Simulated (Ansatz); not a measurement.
The calculation used DFT PBE, scalar-relativistic, plane waves, PAW in Ansatz 0.2.0. Settings: cutoff 420 eV, Γ-centred meshes spaced at most about 0.3 Å⁻¹, and about 0.25 Å⁻¹ or finer for metals (2π included), Gaussian smearing. No spin polarisation in the final relaxations.

All energies are static (0 K, no zero-point motion).

Two relaxed structures of SiGe₃:

A.

```cif
data_structure
_symmetry_space_group_name_H-M 'I4/mmm'
_symmetry_Int_Tables_number 139
_cell_length_a 3.9725
_cell_length_b 3.9725
_cell_length_c 9.3817
_cell_angle_alpha 90.000
_cell_angle_beta 90.000
_cell_angle_gamma 90.000
_cell_volume 148.05
loop_
_atom_site_label
_atom_site_type_symbol
_atom_site_symmetry_multiplicity
_atom_site_Wyckoff_symbol
_atom_site_fract_x
_atom_site_fract_y
_atom_site_fract_z
_atom_site_occupancy
Si1 Si 2 b 0.50000 0.50000 0.00000 1
Ge1 Ge 2 a 0.00000 0.00000 0.00000 1
Ge2 Ge 4 d 0.00000 0.50000 0.25000 1
```

B.

```cif
data_structure
_symmetry_space_group_name_H-M 'P-6m2'
_symmetry_Int_Tables_number 187
_cell_length_a 2.9554
_cell_length_b 2.9554
_cell_length_c 9.6402
_cell_angle_alpha 90.000
_cell_angle_beta 90.000
_cell_angle_gamma 120.000
_cell_volume 72.92
loop_
_atom_site_label
_atom_site_type_symbol
_atom_site_symmetry_multiplicity
_atom_site_Wyckoff_symbol
_atom_site_fract_x
_atom_site_fract_y
_atom_site_fract_z
_atom_site_occupancy
Si1 Si 1 e 0.66667 0.33333 0.00000 1
Ge1 Ge 1 f 0.66667 0.33333 0.50000 1
Ge2 Ge 2 h 0.33333 0.66667 0.76344 1
```

Question: Which would you expect to be lower, and how large is the difference?

Answer: B is lower, by 18 meV/atom. A has the TiAl3 (D0_22) type, space group I4/mmm (No. 139), 18.5 Å³/atom and no gap on its mesh; B has Si and Ge ordered on hcp sites, space group P-6m2 (No. 187), 18.2 Å³/atom and no gap. Counting Ge atoms around Si (those within 1.25 times the shortest such distance or 1.15 times the sum of covalent radii, 1.27 where that leaves under three; a plus sign parts nearer from farther groups; the shortest distance is added where it exceeds 1.18 times the sum of covalent radii), A has Si 4+8 from 2.8 Å and B has Si 6 from 2.8 Å. Even the lower one lies +0.41 eV/atom against the reference forms of the elements (uncorrected), so neither is stable at this level. In A, Si is surrounded by 4 Ge at 2.81 Å and 8 Ge at 3.07 Å; around Ge on a site of symmetry 4/mmm lie 4 Si at 2.81 Å and 8 Ge at 3.07 Å; Ge on a site of symmetry -4m2 has 4 Ge at 2.81 Å, 4 Ge at 3.07 Å and 4 Si at 3.07 Å. In B, Si has 6 Ge at 2.85 Å and 6 Si at 2.96 Å; around Ge on a site of symmetry -6m2 lie 12 Ge at 2.96–3.06 Å; Ge on a site of symmetry 3m is surrounded by 3 Si at 2.85 Å and 9 Ge at 2.96–3.06 Å. Both come from invented guesses. A third cell relaxed alike, in P-4m2, lies 0.40 eV/atom below the lower of the two.

Cells relaxed within their symmetry can be saddle points.
